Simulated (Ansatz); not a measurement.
Bulk crystal (C) after relaxation:

```
CELL_PARAMETERS angstrom
2.45881 0.00000 0.00000
-1.22941 2.12940 0.00000
0.00000 0.00000 8.52288
ATOMIC_POSITIONS crystal
C 0.33333 0.66667 0.00000
C 0.66667 0.33333 0.00000
```

Miller indices refer to the conventional cell of P6/mmm (No. 191), a = 2.459 Å, b = 2.459 Å, c = 8.523 Å, α = 90.00°, β = 90.00°, γ = 120.00°.

The (001) slab of 2 planes, 8.5 Å thick with 15 Å of vacuum as cut; outer planes C (top) and C (bottom).

All numbers below come from Ansatz, DFT PBEsol, scalar-relativistic, plane waves, PAW. Settings: cutoff 420 eV, Γ-centred mesh 15×15×1 on the computed 4-atom cell, Gaussian smearing of 0.10 eV; no spin polarisation. A dipole correction removes the field between periodic images along c.

The surface energy is small: either the cut is weakly bound (this functional has no dispersion correction), or the bulk reference is not the lowest structure.

With the atoms at the bulk's places:

| Item | Value |
| --- | --- |
| Surface energy (mean of both faces) | 0.00 J/m² |
| Work function | 4.31 eV |

Question: What changes when all atoms relax within this surface cell and its symmetry?

Answer: The energy changes by under 0.001 J/m² a face. No atom moved: the forces on the slab as cut lay under the relaxation's threshold already, so smaller changes of the spacings aren't resolved.

| Quantity | Value |
| --- | --- |
| Surface energy (mean of both faces) | 0.00 J/m² |
| Work function | 4.31 eV |

```tsv
plane (bottom to top)	atoms	spacing to next, bulk (Å)	relaxed (Å)	change (%)	rumpling (Å)
1	C2	8.523	8.523	0.0	0.000
2	C2				0.000
```

The reference crystal is a form of C, which isn't its usual structure.